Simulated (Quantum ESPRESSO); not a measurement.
Something may be wrong with this Quantum ESPRESSO 7.5 calculation of Nd.

Contents of pw.in:

```
&CONTROL
  calculation = 'scf'
  prefix = 'pwscf'
  outdir = './tmp'
  pseudo_dir = './pseudo'
  tprnfor = .true.
  tstress = .true.
  disk_io = 'low'
/
&SYSTEM
  ibrav = 0
  nat = 1
  ntyp = 1
  ecutwfc = 90
  nbnd = 14
  input_dft = 'scan'
  occupations = 'smearing'
  smearing = 'mv'
  nspin = 2
  starting_magnetization(1) = 0.2727
/
&ELECTRONS
  conv_thr = 1d-08
  electron_maxstep = 60
  mixing_beta = 0.3
/
ATOMIC_SPECIES
Nd   144.2420 Nd.upf
CELL_PARAMETERS angstrom
   0.0000000000    2.6049204508    2.6049204508
   2.6049204508    0.0000000000    2.6049204508
   2.6049204508    2.6049204508    0.0000000000
ATOMIC_POSITIONS crystal
Nd     0.0000000000    0.0000000000    0.0000000000
K_POINTS automatic
9 9 9 0 0 0
HUBBARD {ortho-atomic}
U Nd-4f 5.0
```

Potentials or basis: PseudoDojo 0.4 SR PBE 3plus.

Run with:

```console
$ OMP_NUM_THREADS=1 pw.x -in pw.in > pw.out
```

pw.out:

```text
This program is part of the open-source Quantum ESPRESSO suite
     for quantum simulation of materials; please cite
         "P. Giannozzi et al., J. Phys.:Condens. Matter 21 395502 (2009);
         "P. Giannozzi et al., J. Phys.:Condens. Matter 29 465901 (2017);
         "P. Giannozzi et al., J. Chem. Phys. 152 154105 (2020);
     in publications or presentations arising from this work. More details at

 %%%%%%%%%%%%%%%%%%%%%%%%%%%%%%%%%%%%%%%%%%%%%%%%%%%%%%%%%%%%%%%%%%%%%%%%%%%%%%
     Error in routine  set_occupations (1):
      smearing requires a value for gaussian broadening (degauss)
 %%%%%%%%%%%%%%%%%%%%%%%%%%%%%%%%%%%%%%%%%%%%%%%%%%%%%%%%%%%%%%%%%%%%%%%%%%%%%%

     stopping ...
```

**Question.** How did it end, and where is the flaw?

**Answer.** The program refused the input. The input holds a flaw that was put in on purpose: smearing without a width (occupations = smearing; degauss = left out).
